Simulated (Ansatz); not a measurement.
# TiO2 (C2/m) in Ansatz: further runs

The runs below take TiO2 through relaxation of cell and atoms, with r2SCAN, SVWN5.

Program: Ansatz 0.2.0. These are calculated values, not measurements. Logs are shortened: lines on timing, memory, paths and dates and some standing lists are left out, and cuts for length are marked.

**1. The structure**

The structure is monoclinic, space group C2/m (No. 12). Conventional cell: a = 12.307 Å, b = 3.767 Å, c = 6.616 Å, α = 90.00°, β = 106.95°, γ = 90.00°. Ti (site symmetry m) has 4 O at 1.86 to 1.94 Å as nearest neighbours. Ti (site symmetry m) is surrounded by 5 O at 1.78 to 2.03 Å. Around O (site symmetry m) lie 3 Ti at 1.94 to 2.03 Å. O (site symmetry m) is surrounded by 3 Ti at 1.96 to 2.16 Å. Around O (site symmetry m) lie 2 Ti at 1.78 to 1.87 Å. O (site symmetry m) has 2 Ti at 1.86 to 1.93 Å as nearest neighbours.

The cell comes from a database or a generator and needn't be the stable form of this composition.

**2. Relaxation of cell and atoms, r2SCAN**

File input.yaml:

```yaml
crystal:
  lattice:
    - [6.1535771931, -1.8834685, 0.0]
    - [6.1535771931, 1.8834685, 0.0]
    - [-1.9283261078, 0.0, 6.3289668713]
  atoms:
    - { symbol: Ti, position: [0.900071, 0.900071, 0.289602] }
    - { symbol: Ti, position: [0.195286, 0.195286, 0.283762] }
    - { symbol: Ti, position: [0.099929, 0.099929, 0.710398] }
    - { symbol: Ti, position: [0.804714, 0.804714, 0.716238] }
    - { symbol: O, position: [0.361931, 0.361931, 0.293397] }
    - { symbol: O, position: [0.2634885, 0.2634885, 0.6525] }
    - { symbol: O, position: [0.8671885, 0.8671885, 0.995291] }
    - { symbol: O, position: [0.7365115, 0.7365115, 0.3475] }
    - { symbol: O, position: [0.9416475, 0.9416475, 0.630021] }
    - { symbol: O, position: [0.1328115, 0.1328115, 0.004709] }
    - { symbol: O, position: [0.638069, 0.638069, 0.706603] }
    - { symbol: O, position: [0.0583525, 0.0583525, 0.369979] }
hamiltonian:
  xc: r2scan
  pseudopotentials: { kind: paw }
kpoints:
  mp_grid: { grid: [8, 8, 4] }
scf:
  occupations: { method: fermi_dirac, width: 0.05 }
output:
  forces: true
  stress: true
relax:
  f_tol: 0.01
  max_steps: 40
  cell: { stress_tol: 0.05 }
```

Potentials or basis: Ansatz PAW.

The run is started by

```
ansatz run input.yaml --threads 2 --pin off --max-ram 5120MiB --backend cpu --events-out ev --progress --plain --runs-dir out
```

Log:

```text
Warning: RAYON_NUM_THREADS=2 ignored (pool sized by the plan → 2); use --threads N
Engine: ansatz 0.2.0, x86_64-unknown-linux-gnu
Pseudopotentials: kind: paw
Pseudopotential: Ti, paw, valence charge 12, recommended cutoff 500 eV (meta_gga), Ti.paw.azcp
Pseudopotential: O, paw, valence charge 6, recommended cutoff 500 eV (meta_gga), O.paw.azcp
Functional definition: r2SCAN
  parameter k0 = 0.174
  parameter k1 = 0.065
  parameter a1 = 4.9479
  exchange = r2scan_x(k0 = k0, k1 = k1, a1 = a1)
  correlation = r2scan_c
Crystal: 12 atoms, lattice volume = 146.706 Å³
Basis set: ecut = 500 eV, 3713 PW (Γ), exchange–correlation on 192×192×200 points (64 copies of the dense FFT grid, shifted against one another)
Bands: 60, of which v1, the nominal top of the filled ones, is band 48 counted from 1 (47 counted from 0)
Symmetry: 4 space group operations
Space group: C2/m (ITA 12), of the structure as read, at distance tolerance 5.3e-5 Å
k-points: 78 of 256
Non-local potential: Ti, projectors of the file, l = 0: 3, l = 1: 2, l = 2: 3, l = 3: 1
Non-local potential: O, projectors of the file, l = 0: 2, l = 1: 2, l = 2: 1
PAW form: soft (Blöchl's): semilocal exchange-correlation on the pseudo side does not see the compensation charge
PAW frozen core: Ti, regenerated for the run's functional (the file was generated under x = pbe(κ = 0.804, μ = 0.2195149727645171), c = pbe(β = 0.06672455060314922))
PAW frozen core: O, regenerated for the run's functional (the file was generated under x = pbe(κ = 0.804, μ = 0.2195149727645171), c = pbe(β = 0.06672455060314922))
PAW one-centre angular grid: Ti, 590 points (default); XC on 160 Gauss nodes
PAW one-centre angular grid: O, 302 points (default); XC on 160 Gauss nodes
Initial density: superposition of atomic densities (neutral atoms: chi_scale 0, normalization atom), corrected by the library's trained network
Initial wavefunctions: pseudopotential atomic-orbital guess
Functional: x = r2scan, c = r2scan; τ floored in thin density (d = 2e-4 eV/Å³)
SCF iter   1: F=—  HF=-14585.178827 eV  |F-HF|=—  |Δ(HF+E_count)|=         —  Δρ=2.40e-2  dr2=9.87e-1  dr2_τ=7.25e-1  ethr=1.77e-3  ⟨swp⟩=5.0  Hψ=17862  notcnv=0  defer=2
preconditioner: auto → Resta (q_TF=auto, 2.542 Å⁻¹)  ε∞=6.2  [insulator: Δε(μ)=3.580 eV  Ē_g=10.718 eV  σ=0.050 eV  W_gap=1.00  n_scr=44 (ndim 8)  ℏωp=24.5 eV  f_vac=0.130  D(μ)=0.00/eV (n_scr^D=0)  ε∞_Penn≈6.2]
SCF iter   2: F=—  HF=-14585.251368 eV  |F-HF|=—  |Δ(HF+E_count)|=   7.25e-2  Δρ=1.25e-2  dr2=1.31e-1  dr2_τ=5.79e-2  ethr=1.03e-3  ⟨swp⟩=3.0  Hψ=9645  notcnv=0  defer=419
SCF iter   3: F=—  HF=-14585.233651 eV  |F-HF|=—  |Δ(HF+E_count)|=   1.77e-2  Δρ=3.86e-3  dr2=1.28e-2  dr2_τ=1.21e-3  ethr=1.36e-4  ⟨swp⟩=2.0  Hψ=6819  notcnv=0  defer=341
automatic band count: iteration 3 solves 59 bands in place of 60: the levels show a gap, and the empty bands left out lie too high to hold charge; the band table lists the bands solved (type scf.n_extra_bands for more)
SCF iter   4: F=—  HF=-14585.233755 eV  |F-HF|=—  |Δ(HF+E_count)|=   1.04e-4  Δρ=1.37e-3  dr2=1.93e-3  dr2_τ=3.65e-4  ethr=1.34e-5  ⟨swp⟩=2.0  Hψ=6628  notcnv=0  defer=341
SCF iter   5: F=—  HF=-14585.233852 eV  |F-HF|=—  |Δ(HF+E_count)|=   9.67e-5  Δρ=4.23e-4  dr2=2.13e-4  dr2_τ=4.23e-5  ethr=2.01e-6  ⟨swp⟩=2.0  Hψ=6294  notcnv=0  defer=341
SCF iter   6: F=—  HF=-14585.233880 eV  |F-HF|=—  |Δ(HF+E_count)|=   2.85e-5  Δρ=1.44e-4  dr2=4.02e-5  dr2_τ=2.76e-6  ethr=2.21e-7  ⟨swp⟩=2.0  Hψ=6133  notcnv=0  defer=341
SCF iter   7: F=—  HF=-14585.234035 eV  |F-HF|=—  |Δ(HF+E_count)|=   1.54e-4  Δρ=7.21e-5  dr2=8.08e-6  dr2_τ=8.93e-7  ethr=4.18e-8  ⟨swp⟩=2.0  Hψ=6431  notcnv=0  defer=341
SCF iter   8: F=—  HF=-14585.234035 eV  |F-HF|=—  |Δ(HF+E_count)|=   5.72e-9  Δρ=2.96e-5  dr2=1.49e-6  dr2_τ=7.62e-8  ethr=8.42e-9  ⟨swp⟩=2.0  Hψ=6725  notcnv=0  defer=341
SCF iter   9: F=-14585.234035 eV  HF=-14585.234035 eV  |F-HF|=2.64e-8  |Δ(HF+E_count)|=   1.27e-7  Δρ=6.28e-6  dr2=9.35e-8  dr2_τ=6.39e-9  ethr=1.04e-10  ⟨swp⟩=3.1  Hψ=17124  notcnv=0
SCF 1 converged in 9 iterations: F = -14585.234035 eV  dr2 = 9.35e-8
relax step   1: F+E_penalty+E_count = -14585.23403504 eV  Δ(F+E_penalty+E_count) = +0.000e0 eV  max|allowed force component| = 2.520e-1 eV/Å  Δτ_max = 0.0000 Å  P = -5.631 GPa  Ω = 146.706 Å³  (9 SCF iters, dr2 threshold 1.00e-7 eV, accepted)
Crystal: 12 atoms, lattice volume = 143.691 Å³
Basis set: ecut = 500 eV, 3641 PW (Γ), exchange–correlation on 192×192×200 points (64 copies of the dense FFT grid, shifted against one another)
Initial density: handed on by an earlier stage of this run
Initial wavefunctions: those handed on with the density
iter 1 solved again at ethr=1.36e-5 eV; its pass at ethr=3.10e-3 eV (dr2=1.30e-2 eV) is discarded
SCF iter   1: F=—  HF=-14585.275674 eV  |F-HF|=—  |Δ(HF+E_count)|=         —  Δρ=3.17e-3  dr2=1.44e-2  dr2_τ=5.28e-2  ethr=1.36e-5  ⟨swp⟩=2.0  Hψ=23127  notcnv=0
automatic band count: iteration 1 solves 59 bands in place of 60: the levels show a gap, and the empty bands left out lie too high to hold charge; the band table lists the bands solved (type scf.n_extra_bands for more)
[... 60 lines left out ...]
SCF 6 converged in 6 iterations: F = -14585.310038 eV  dr2 = 1.41e-8
relax step   6: F+E_penalty+E_count = -14585.31003751 eV  Δ(F+E_penalty+E_count) = -3.425e-5 eV  max|allowed force component| = 6.368e-3 eV/Å  Δτ_max = 0.0008 Å  P = -0.008 GPa  Ω = 142.724 Å³  energy of the carried Pulay correction = +2.476e-3 eV  (6 SCF iters, dr2 threshold 1.93e-8 eV, accepted)
Basis set: ecut = 500 eV, 3621 PW (Γ), exchange–correlation on 192×192×192 points (64 copies of the dense FFT grid, shifted against one another)
Initial wavefunctions: pseudopotential atomic-orbital guess (no wavefunctions were taken with the density)
iter 1 solved again at ethr=1.79e-8 eV; its pass at ethr=3.10e-3 eV (dr2=1.72e-5 eV) is discarded
SCF iter   1: F=—  HF=-14585.307270 eV  |F-HF|=—  |Δ(HF+E_count)|=         —  Δρ=9.06e-5  dr2=1.12e-6  dr2_τ=6.62e-6  ethr=1.79e-8  ⟨swp⟩=4.1  Hψ=33146  notcnv=0
preconditioner: auto → Resta (q_TF=auto, 2.554 Å⁻¹)  ε∞=6.6  [insulator: Δε(μ)=3.212 eV  Ē_g=10.496 eV  σ=0.050 eV  W_gap=1.00  n_scr=44 (ndim 8)  ℏωp=24.9 eV  f_vac=0.128  D(μ)=0.00/eV (n_scr^D=0)  ε∞_Penn≈6.6]
SCF iter   2: F=—  HF=-14585.307424 eV  |F-HF|=—  |Δ(HF+E_count)|=   1.54e-4  Δρ=4.75e-5  dr2=3.14e-7  dr2_τ=4.21e-7  ethr=1.17e-9  ⟨swp⟩=2.6  Hψ=7254  notcnv=0
SCF iter   3: F=—  HF=-14585.307424 eV  |F-HF|=—  |Δ(HF+E_count)|=   6.76e-7  Δρ=5.21e-6  dr2=2.22e-8  dr2_τ=6.01e-9  ethr=3.27e-10  ⟨swp⟩=2.0  Hψ=7120  notcnv=0
SCF iter   4: F=—  HF=-14585.307424 eV  |F-HF|=—  |Δ(HF+E_count)|=  5.77e-10  Δρ=1.52e-6  dr2=3.05e-9  dr2_τ=5.14e-10  ethr=2.31e-11  ⟨swp⟩=2.0  Hψ=7162  notcnv=0
SCF iter   5: F=—  HF=-14585.307424 eV  |F-HF|=—  |Δ(HF+E_count)|=  1.42e-10  Δρ=4.54e-7  dr2=2.46e-10  dr2_τ=3.40e-11  ethr=3.18e-12  ⟨swp⟩=2.1  Hψ=6724  notcnv=0
SCF iter   6: F=—  HF=-14585.307424 eV  |F-HF|=—  |Δ(HF+E_count)|=  1.64e-10  Δρ=2.77e-7  dr2=1.50e-10  dr2_τ=1.17e-11  ethr=1.00e-12  ⟨swp⟩=4.2  Hψ=14882  notcnv=0
SCF iter   7: F=-14585.307424 eV  HF=-14585.307424 eV  |F-HF|=3.64e-12  |Δ(HF+E_count)|=  7.28e-12  Δρ=6.69e-8  dr2=9.63e-12  dr2_τ=6.39e-13  ethr=1.00e-12  ⟨swp⟩=4.0  Hψ=14508  notcnv=0
SCF 7 converged in 7 iterations: F = -14585.307424 eV  dr2 = 9.63e-12
relax step   7: F+E_penalty+E_count = -14585.30742445 eV  Δ(F+E_penalty+E_count) = +2.613e-3 eV  max|allowed force component| = 6.833e-3 eV/Å  Δτ_max = 0.0000 Å  P = +0.005 GPa  Ω = 142.724 Å³  stress off target by 4.01e-2 GPa  SCF on the basis re-selected at this cell (its energy is not comparable with the rows above)  (7 SCF iters)
basis re-selected at this cell: Δ(F+E_penalty+E_count) = +2.613e-3 eV, ΔP = +0.013 GPa vs the last step (what re-selecting the basis moved, of the pressure what is left beyond the Pulay correction that the steps carried, after the strain that the cell walked since its last selection, with what the two solves' SCF thresholds leave and, on support functions, any second-order correction that the steps lacked; it is no measure of the basis error at this ecutwfc). The dense FFT grid was sized anew with the basis: this SCF ran on 48×48×48 points, the steps before it on 48×48×50, so part of this shift can come from that change (see relax.cell in the input reference). This SCF's stress stands 4.01e-2 GPa from its target on what of the cell is left free (relax.cell.stress_tol is 5.00e-2 GPa) and its largest allowed force component is 6.83e-3 eV/Å (relax.f_tol is 1.00e-2 eV/Å): within both
SCF converged after 7 iterations
Free energy (F): -14585.307424 eV
Harris-Foulkes:  -14585.307424 eV  (|F-HF|=3.64e-12)
Internal energy: -14585.307424 eV  (E = F + TS)
E sigma→0 (E₀):  -14585.307424 eV
Fermi energy:    7.772251 eV
--- Per-component energies (eV) ---
  E_band       = -1066.833913
  E_kinetic    = 2503.274949
  E_local      = -7890.512568  (includes V_loc(G=0)·N_el)
  E_nonlocal   = 385.579814
  E_hartree    = 3113.591486
  E_xc         = -964.600612
  E_vxc        = -1385.877764  (∫ρ·V_xc dr)
  E_paw        = -5496.360138  (= ΣΔE_a)
  E_vpaw       = -998.530092  (= ΣTr[D̂ρ^β])
  E_aug_tail   = 0.008467  (compensation charges beyond the density's cutoff)
  E_vtau       = 92.040290  (kinetic-family band-sum trace: ∫τ·v_τ [+ j·A + Jᵃ·Aᵃ] dr)
  E_ewald      = -6235.019467
  E_core_change = -1.269356  (= ΣΔE_core)
  E_smearing   = -0.000000  (= −TS)
  E_closure    = 0.000000  (closes the sum)
  Σ components = -14585.307424   (vs F -14585.307424, Δ=0.00e0)
--- Forces (eV/Å), atoms counted from 1 ---
  atom   1  Ti    -0.00049139     0.00000000     0.00246919
  atom   2  Ti     0.00240750    -0.00000000     0.00683324
  atom   3  Ti     0.00049139    -0.00000000    -0.00246919
  atom   4  Ti    -0.00240750     0.00000000    -0.00683324
  atom   5  O     -0.00369734    -0.00000000     0.00106865
  atom   6  O     -0.00018725    -0.00000000     0.00206236
  atom   7  O      0.00227947     0.00000000     0.00394134
  atom   8  O      0.00018725     0.00000000    -0.00206236
  atom   9  O     -0.00212536     0.00000000    -0.00069813
  atom  10  O     -0.00227947     0.00000000    -0.00394134
  atom  11  O      0.00369734     0.00000000    -0.00106865
  atom  12  O      0.00212536    -0.00000000     0.00069813
  max |Σ_I F_I| component: 0.00e0 eV/Å
--- Stress (GPa, compression-positive) ---
       -0.013816       0.000000       0.008115
        0.000000      -0.008556       0.000000
        0.008114       0.000000       0.038840
  P = ⅓ Tr σ = 0.0055 GPa (0.055 kbar)
--- Relaxed structure (6 steps of the walk, 6 accepted, 1 SCFs on fresh bases) ---
  F+E_penalty+E_count = -14585.30742445 eV   max|allowed force component| = 6.833e-3 eV/Å   (the final SCF, on the basis selected at the relaxed cell)
  cell:  # Å, volume = 142.7238 Å³
    - [6.094261527950387, -1.8665580120911647, -0.0044983024789508564]
    - [6.094261527950387, 1.8665580120911647, -0.004498302478950863]
    - [-1.914365067636323, -1.2021911682874381e-17, 6.274824994324725]
  atoms:
    - { symbol: Ti, position: [0.8993896072658585, 0.8993896072658585, 0.2903793838568455] }
    - { symbol: Ti, position: [0.1944891393986173, 0.1944891393986173, 0.28271824930544853] }
    - { symbol: Ti, position: [0.10061039273414159, 0.10061039273414157, 0.7096206161431546] }
    - { symbol: Ti, position: [0.8055108606013827, 0.8055108606013827, 0.7172817506945517] }
    - { symbol: O, position: [0.36153864324496743, 0.36153864324496743, 0.2941651541789199] }
    - { symbol: O, position: [0.2639677823947486, 0.2639677823947486, 0.6529710381775086] }
    - { symbol: O, position: [0.866961672983748, 0.866961672983748, 0.9963067857495568] }
    - { symbol: O, position: [0.7360322176052514, 0.7360322176052514, 0.34702896182249127] }
    - { symbol: O, position: [0.9416789404892059, 0.9416789404892059, 0.6295382912879964] }
    - { symbol: O, position: [0.13303832701625204, 0.13303832701625204, 0.003693214250443323] }
    - { symbol: O, position: [0.6384613567550325, 0.6384613567550325, 0.7058348458210801] }
    - { symbol: O, position: [0.058321059510794, 0.058321059510794, 0.3704617087120036] }
```

Wall time 1.8 min (2 threads of Intel Xeon 6975P-C (Granite Rapids), shared host); peak memory 1.4 GiB.

Results:

```yaml
Free_energy: -14585.3074 eV
Relaxed_volume: 11.89 Å³/atom
Relaxed_cell: a = 6.374 Å, b = 6.374 Å, c = 6.560 Å, α = 106.24°, β = 106.24°, γ = 34.06°
Space_group_after_relaxing_to_0.05_Å: C2/m (No. 12)
Energy_gained_by_relaxing: 6.1 meV/atom
Ionic_steps: 7
Pressure_after_relaxing: 0.0 GPa
Largest_force_after_relaxing: 0.007 eV/Å
Band_gap_on_the_k_mesh: 3.21 eV
```

Forces in eV/Å, atoms in the order of the input:
```
Ti   0.000  0.000  0.002
Ti   0.002  0.000  0.007
Ti   0.000  0.000 -0.002
Ti  -0.002  0.000 -0.007
O   -0.004  0.000  0.001
O    0.000  0.000  0.002
O    0.002  0.000  0.004
O    0.000  0.000 -0.002
O   -0.002  0.000 -0.001
O   -0.002  0.000 -0.004
O    0.004  0.000 -0.001
O    0.002  0.000  0.001
```

The path:
| step | energy change (eV) | largest force (eV/Å) | volume (Å³) |
| --- | --- | --- | --- |
| 1 | 0.0000 | 0.2566 | 146.71 |
| 2 | -0.0701 | 0.0875 | 143.69 |
| 3 | -0.0757 | 0.0259 | 142.67 |
| 4 | -0.0758 | 0.0247 | 142.70 |
| 5 | -0.0760 | 0.0178 | 142.71 |
| 6 | -0.0760 | 0.0067 | 142.72 |
| 7 | -0.0734 | 0.0072 | 142.72 |

Final structure:
```
CELL_PARAMETERS angstrom
6.09426 -1.86656 -0.00450
6.09426 1.86656 -0.00450
-1.91437 0.00000 6.27482
ATOMIC_POSITIONS crystal
Ti 0.89939 0.89939 0.29038
Ti 0.19449 0.19449 0.28272
Ti 0.10061 0.10061 0.70962
Ti 0.80551 0.80551 0.71728
O 0.36154 0.36154 0.29417
O 0.26397 0.26397 0.65297
O 0.86696 0.86696 0.99631
O 0.73603 0.73603 0.34703
O 0.94168 0.94168 0.62954
O 0.13304 0.13304 0.00369
O 0.63846 0.63846 0.70583
O 0.05832 0.05832 0.37046
```

Caveat: the plane-wave basis is chosen anew once the cell has moved, so the energies of steps on either side of that aren't comparable; the PAW data sets come from PBE, with cores solved anew for the run's functional, which leaves a small shift of forces and pressure. A k mesh can miss the band edges.

**3. Relaxation of cell and atoms, SVWN5**

input.yaml, as its differences from that of step 2:

```diff
@@ -19,3 +19,3 @@
 hamiltonian:
-  xc: r2scan
+  xc: { exchange: slater, correlation: vwn5 }
   pseudopotentials: { kind: paw }
@@ -28,2 +28,6 @@
   stress: true
+  write_density: true
+  write_potential: true
+  elf: true
+  volumetric_format: npy
 relax:
```

Potentials or basis: Ansatz PAW.

The run is started by

```
ansatz run input.yaml --threads 2 --pin off --max-ram 5120MiB --backend cpu --events-out ev --progress --plain --runs-dir out
```

It took 84 s on 2 threads of Intel Xeon 6975P-C (Granite Rapids), shared host; peak memory 0.85 GiB.

The run converged. Its results:

```yaml
Free_energy: -14262.3012 eV
Relaxed_volume: 11.50 Å³/atom
Relaxed_cell: a = 6.307 Å, b = 6.307 Å, c = 6.470 Å, α = 106.18°, β = 106.18°, γ = 34.09°
Space_group_after_relaxing_to_0.05_Å: C2/m (No. 12)
Energy_gained_by_relaxing: 28.7 meV/atom
Ionic_steps: 9
Pressure_after_relaxing: 0.0 GPa
Largest_force_after_relaxing: 0.004 eV/Å
Band_gap_on_the_k_mesh: 2.85 eV, indirect (least direct gap 3.05 eV)
```

Forces in eV/Å, atoms in the order of the input:
```
Ti  -0.003  0.000 -0.002
Ti  -0.001  0.000 -0.002
Ti   0.003  0.000  0.002
Ti   0.001  0.000  0.002
O    0.000  0.000  0.001
O   -0.002  0.000  0.001
O    0.002  0.000 -0.001
O    0.002  0.000 -0.001
O    0.001  0.000 -0.002
O   -0.002  0.000  0.001
O    0.000  0.000 -0.001
O   -0.001  0.000  0.002
```

Step by step:
| step | energy change (eV) | largest force (eV/Å) | volume (Å³) |
| --- | --- | --- | --- |
| 1 | 0.0000 | 0.2350 | 146.71 |
| 2 | -0.3478 | 0.0746 | 140.22 |
| 3 | -0.3798 | 0.0452 | 138.10 |
| 4 | -0.3791 | 0.0323 | 138.28 |
| 5 | -0.3790 | 0.0329 | 138.30 |
| 6 | -0.3791 | 0.0039 | 138.31 |
| 7 | -0.3435 | 0.0038 | 138.31 |
| 8 | -0.3458 | 0.0035 | 138.00 |
| 9 | -0.3440 | 0.0035 | 138.00 |

Final structure:
```yaml
crystal:
  lattice:
    - [6.03025, -1.84883, 0.00169]
    - [6.03025, 1.84883, 0.00169]
    - [-1.88794, 0.00000, 6.18846]
  atoms:
    - { symbol: Ti, position: [0.89906, 0.89906, 0.29181] }
    - { symbol: Ti, position: [0.19531, 0.19531, 0.28488] }
    - { symbol: Ti, position: [0.10094, 0.10094, 0.70819] }
    - { symbol: Ti, position: [0.80469, 0.80469, 0.71512] }
    - { symbol: O, position: [0.36183, 0.36183, 0.29521] }
    - { symbol: O, position: [0.26350, 0.26350, 0.65024] }
    - { symbol: O, position: [0.86604, 0.86604, 0.99651] }
    - { symbol: O, position: [0.73650, 0.73650, 0.34976] }
    - { symbol: O, position: [0.94155, 0.94155, 0.62974] }
    - { symbol: O, position: [0.13396, 0.13396, 0.00349] }
    - { symbol: O, position: [0.63817, 0.63817, 0.70479] }
    - { symbol: O, position: [0.05845, 0.05845, 0.37026] }
```

Levels at points of the mesh, in eV from the valence-band top:
```
              k point  band 46  band 47  band 48  band 49  band 50  band 51
   (0.00, 0.00, 0.00)    -0.74    -0.33    -0.20     2.85     3.24     3.49
  (0.00, 0.00, -0.50)    -0.65    -0.60    -0.44     2.99     3.27     3.43
  (0.00, -0.50, 0.00)    -0.47    -0.23    -0.14     3.27     3.32     3.83
 (0.00, -0.50, -0.50)    -0.52    -0.10    -0.01     3.32     3.40     3.64
 (-0.50, -0.50, 0.00)    -0.61    -0.39    -0.13     3.02     3.06     3.60
(-0.50, -0.50, -0.50)    -0.36    -0.24    -0.19     3.14     3.28     3.41
```

Caveat: the plane-wave basis is chosen anew once the cell has moved, so the energies of steps on either side of that aren't comparable; the pressure holds a Pulay correction of +0.9 GPa for the finite cutoff; the PAW data sets come from PBE, with cores solved anew for the run's functional, which leaves a small shift of forces and pressure.
